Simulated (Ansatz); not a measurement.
Input of an Ansatz 0.2.0 run:

input.yaml

```yaml
crystal:
  lattice:
    - [0.0, 2.1839935596, 2.1839935596]
    - [2.1839935596, 0.0, 2.1839935596]
    - [2.1839935596, 2.1839935596, 0.0]
  atoms:
    - { symbol: Al, position: [0.0, 0.0, 0.0] }
    - { symbol: "N", position: [0.25, 0.25, 0.25] }
hamiltonian:
  xc: pbe
  pseudopotentials: { kind: paw }
kpoints:
  mp_grid: { grid: [10, 10, 10] }
scf:
  occupations: { method: gaussian, width: 0.014 }
output:
  forces: true
  stress: true
  eigenvalues: true
  write_density: true
  write_potential: true
  elf: true
  volumetric_format: npy
```

Potentials or basis: Ansatz PAW.

The run is started by

```console
$ ansatz run input.yaml --threads 2 --pin off --max-ram 5632MiB --backend cpu --events-out ev --progress --plain --runs-dir out
```

**Question.** Predict the pressure.

**Answer.** 4.9 GPa.

**Question.** What does it give for the band gap on the k mesh?

**Answer.** 3.33 eV, indirect (least direct gap 4.19 eV).

Caveat: the pressure holds a Pulay correction of +0.5 GPa for the finite cutoff. PBE gaps usually lie below the measured ones, often by a third to a half.
